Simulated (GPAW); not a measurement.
Crystal: Ru.

```
CELL_PARAMETERS angstrom
2.70580 0.00000 0.00000
-1.35290 2.34329 0.00000
0.00000 0.00000 4.28190
ATOMIC_POSITIONS crystal
Ru 0.66667 0.33333 0.75000
Ru 0.33333 0.66667 0.25000
```

| Item | Value |
| --- | --- |
| Program | GPAW 26.7.0 |
| Task | relaxation of cell and atoms |
| Functional | PBEsol |
| Dispersion | D3(BJ) |
| Potentials or basis | PAW data sets generated in the run's folder for this functional |
| Cutoff | 600 eV |
| Basis | pw |
| k mesh | 11 × 11 × 6 |
| Occupations | fermi-dirac, width 0.05 eV |
| Spin | no spin polarisation |

At the start: pressure -14.0 GPa; volume 13.57 Å³/atom.

Question: How do energy, volume and symmetry change on relaxing?

Answer: Over 5 steps the energy falls by 24.9 meV/atom and the volume is 13.01 Å³/atom (-4.2 %); space group P6_3/mmc (No. 194, to 0.05 Å).

The path:
| step | energy change (eV) | largest force (eV/Å) | pressure (GPa) | volume (Å³) |
| --- | --- | --- | --- | --- |
| 1 | 0.0000 | 0.0000 | -14.01 | 27.15 |
| 2 | -0.0419 | 0.0000 | -5.98 | 26.47 |
| 3 | -0.0497 | 0.0000 | 0.38 | 25.99 |
| 4 | -0.0498 | 0.0000 | 0.00 | 26.02 |
| 5 | -0.0498 | 0.0000 | -0.05 | 26.02 |

Final structure:
```yaml
crystal:
  lattice:
    - [2.66728, 0.00000, 0.00000]
    - [-1.33364, 2.30993, 0.00000]
    - [0.00000, 0.00000, 4.22333]
  atoms:
    - { symbol: Ru, position: [0.66667, 0.33333, 0.75000] }
    - { symbol: Ru, position: [0.33333, 0.66667, 0.25000] }
```

Caveat: later steps reuse the first step's grids; pairwise dispersion overbinds metals, which lowers pressure and volume.
